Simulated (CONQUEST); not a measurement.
The system is Au.

```
CELL_PARAMETERS angstrom
2.87792 0.00000 0.00000
0.00000 2.87792 0.00000
0.00000 0.00000 4.07000
ATOMIC_POSITIONS crystal
Au 0.00000 0.00000 0.00000
Au 0.50000 0.50000 0.50000
```

Base run:

| Quantity | Value |
| --- | --- |
| Program | CONQUEST 1.3 |
| Functional | PBE |
| Potentials or basis | PseudoDojo NC PBE, DZP, grid cutoff 120 Ha |
| k mesh | 9 × 9 × 7 |
| Occupations | fermi-dirac, width 0.05 eV |
| Spin | no spin polarisation |

Its results: band gap on the k mesh none (metal or under the smearing width); pressure 11.5 GPa.

Q: The run is repeated on the same cell with these changes: potentials or basis from PseudoDojo NC PBE, DZP, grid cutoff 120 Ha to PseudoDojo NC PBE, SZP, grid cutoff 120 Ha. What comes out?

A: Band gap on the k mesh none (metal or under the smearing width); pressure 14.9 GPa.

Caveats: the basis of atomic orbitals isn't converged, which shifts pressures, moduli and gaps; the real-space grid breaks the cell's symmetry a little; the atomic basis is small (some runs).
